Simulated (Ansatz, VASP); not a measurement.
Hg: VASP beside Ansatz

```
Hg
1.0
     3.26428    0.00000    0.00000
    -1.63214    2.82695    0.00000
     0.00000    0.00000    5.50368
Hg
2
Direct
  0.66667 0.33333 0.75000
  0.33333 0.66667 0.25000
```

Alike in both runs: task single point; functional PBE; k mesh 12 × 12 × 8; occupations gaussian, width 0.05 eV; no spin polarisation.

|  | VASP | Ansatz |
| --- | --- | --- |
| version | VASP 6.6.1 | Ansatz 0.2.0 |
| potentials or method | VASP PAW PBE potentials, release 64 (Hg) | scalar-relativistic, plane waves, PAW |
| plane-wave cutoff (eV) | 520 | 420 |
| valence electrons in the cell | 24 | 40 |

```tsv
	VASP	Ansatz	Ansatz less VASP
gap on the k mesh at the Fermi level (eV)	none	none	-
pressure (GPa)	3.1	2.8	-0.22
largest component of the traceless stress (GPa)	0.69	0.66	-0.035
```

A gap of «none» marks a metal or a gap that the smearing closes. With one functional, cell and mesh, what is left measures potentials, basis and numerics. The two sets of potentials don't hold the same shells in valence.

Spin-orbit coupling is left out, which matters for the levels of Hg.
